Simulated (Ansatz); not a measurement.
Set up this calculation in Ansatz 0.2.0, as the native input.

| Quantity | Value |
| --- | --- |
| Task | phonons |
| Functional | LDA |
| Potentials or basis | all-electron LAPW, scalar-relativistic |
| Cutoff | 273 eV (chosen from the basis error) |
| Basis error allowed | 0.001 eV/atom |
| k mesh | 7 × 7 × 6 |
| Occupations | fermi-dirac, width 0.05 eV |
| Spin | no spin polarisation |

The system is MoP.

```
Mo P
1.0
     3.22300    0.00000    0.00000
    -1.61150    2.79120    0.00000
     0.00000    0.00000    3.19100
Mo P
1 1
Cartesian
  0.0000 0.0000 0.0000
  0.0000 1.8608 1.5955
```

These files were run (other wordings do the same):

input.yaml

```yaml
crystal:
  lattice:
    - [3.223, 0.0, 0.0]
    - [-1.6115, 2.7911998764, 0.0]
    - [0.0, 0.0, 3.191]
  atoms:
    - { symbol: Mo, position: [0.0, 0.0, 0.0] }
    - { symbol: P, position: [0.3333333333, 0.6666666667, 0.5] }
kpoints:
  mp_grid: { grid: [7, 7, 6] }
scf:
  occupations: { method: fermi_dirac, width: 0.05 }
hamiltonian:
  xc: lda
  pseudopotentials: { kind: all_electron, lapw: { basis_error: 0.001 } }
output: {}
phonons:
  method: fd
  supercell: [1, 1, 1]
```

Potentials or basis: all-electron LAPW, scalar-relativistic.

Run with:

```bash
$ ansatz run input.yaml --threads 1 --pin off --max-ram 3072MiB --backend cpu --events-out ev --progress --plain --runs-dir out
```

Results of the run:

| Property | Result |
| --- | --- |
| Band gap on the k mesh | none (metal or under the smearing width) |
| Highest phonon frequency at Γ | 395 cm⁻¹ |

Caveat: the k mesh is thin for a metal, which can move the energy by tens of meV per atom; a metal's response needs a denser mesh.

Run time: 2.4 min on 1 thread of Intel(R) Xeon(R) Processor @ 2.50GHz (Skylake/Cascade Lake), on a shared host, peak memory 0.41 GiB.
